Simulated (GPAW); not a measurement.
## Ni: equation of state with r2SCAN

The system is Ni.

```xyz
1
Lattice="0.0000 1.7376 1.7376 1.7376 0.0000 1.7376 1.7376 1.7376 0.0000" Properties=species:S:1:pos:R:3 pbc="T T T"
Ni    0.0000    0.0000    0.0000
```

```json
{
  "Program": "GPAW 26.7.0",
  "Task": "equation of state",
  "Functional": "r2SCAN",
  "Potentials or basis": "GPAW PAW data sets (gpaw-data 1.2.1)",
  "Cutoff": "600 eV",
  "Basis": "pw",
  "k mesh": "13 × 13 × 13",
  "Occupations": "fermi-dirac, width 0.05 eV",
  "Spin": "collinear spin, ferromagnetic start",
  "Starting moments": "[1.0] μB",
  "Maxiter": "150",
  "Eos scales": "[0.94, 0.96, 0.98, 1.0, 1.02, 1.04, 1.06]"
}
```

```
Equilibrium volume : 10.70 Å³/atom (rough: see the caveat)
Bulk modulus       : 206 GPa (rough)
```

Energy against volume, from the lowest point:
```csv
volume (Å³/atom),energy (meV/atom)
9.862,49.18
10.072,26.38
10.282,11.14
10.492,2.60
10.702,0.00
10.912,2.58
11.122,10.01
```

It took 12 min on 1 thread of Arm Neoverse V2, on a shared host, peak memory 0.54 GiB.

Caveat: the stock nickel data set gives pressures a few GPa off other programs; the points scatter about the fit; the PAW data sets were made with another functional, which shifts forces and pressure a little.
